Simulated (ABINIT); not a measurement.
A run of ABINIT 10.8.3 (patched build) is set up as follows.

Contents of run.abi:

```
pp_dirpath "./"
pseudos "W.GGA_PBE-JTH.xml, C.GGA_PBE-JTH.xml"

acell 2.9065 2.9065 2.8366 Angstrom
rprim
     1.0000000000     0.0000000000     0.0000000000
    -0.5000000000     0.8660254038     0.0000000000
     0.0000000000     0.0000000000     1.0000000000
ntypat 2
znucl 74 6
natom 2
typat 1 2
xred
     0.0000000000     0.0000000000     0.0000000000
     0.6666666667     0.3333333333     0.5000000000

ecut 23.0
pawecutdg 45.0

kptopt 1
ngkpt 6 6 5
nshiftk 1
shiftk 0.0 0.0 0.0

ixc -497498
usekden 1
pawxcdev 0

nband 13
occopt 3
tsmear 0.00183747

nstep 100
tolvrs 1.0e-7

iomode 3
prtwf 0
prtden 0
prteig 0
prtebands 0
prtvol 2
```

Potentials or basis: JTH PAW PBE v2.0.

Launch:

```bash
$ abinit run.abi > log 2>&1
```

Q: Estimate the pressure.

A: 3.6 GPa.

Q: What does it give for the band gap on the k mesh?

A: None (metal or under the smearing width).

Stress tensor (GPa, compression positive):
```
5.26 0.00 0.00
0.00 5.26 0.00
0.00 0.00 0.39
```

Caveat: the k mesh is coarse (spacing up to 0.44 Å⁻¹), so the values aren't converged; the PAW data sets were made with another functional, which shifts forces and pressure a little. The run has no spin-orbit coupling, so splittings on W are missing.
